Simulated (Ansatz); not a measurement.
## Calculated 33S nuclear quadrupole resonance for SnS2 under strain

Cell: an entry of the Crystallography Open Database (COD), relaxed with PBE at fixed cell and then changed (z compressed by 1 %, ions relaxed).

```yaml
crystal:
  lattice:
    - [3.60500, 0.00000, 0.00000]
    - [-1.80250, 3.12202, 0.00000]
    - [0.00000, 0.00000, 5.40540]
  atoms:
    - { symbol: Sn, position: [0.00000, 0.00000, 0.00000] }
    - { symbol: S, position: [0.66667, 0.33333, 0.72661] }
    - { symbol: S, position: [0.33333, 0.66667, 0.27339] }
```

Sites (sets of like atoms) are named by element and the number of their first atom in this list.

Computed with Ansatz: DFT, PBE, plane waves and PAW, scalar-relativistic, 420 eV cutoff, Γ-centred 14×14×8 k-points, Fermi–Dirac smearing 0.02 eV.

33S: I = 3/2, Q = -69.40 mb (year-2017 value). Static lattice, zero field.

Task: At which frequencies do the 33S NQR lines lie?

Result: For I = 3/2 there is one line, ν = (|C_Q|/2)(1 + η²/3)^½.

| site | atoms | V_zz (10²¹ V/m²) | C_Q (MHz) | η | line frequencies (MHz) |
| --- | --- | --- | --- | --- | --- |
| S | 2, 3 | -3.47 | 5.82 | 0.00 | 2.91 |

An axis of threefold or higher order runs through S, so V_zz lies along it and η is zero.

Without spin–orbit coupling (the program notes it for Sn) the gradients can shift somewhat, as the gap is small. At this changed cell the PBE pressure is 8 GPa.

The relaxation (3 steps) took 14 s of wall time (14 s of CPU time) and 0.56 GiB at its peak, on 1 thread of Intel Xeon 6975P-C (Granite Rapids) (x86_64; 16 cores open to the job, memory cap 3.0 GiB, no GPU), a shared host with a load of 0.6 a core.
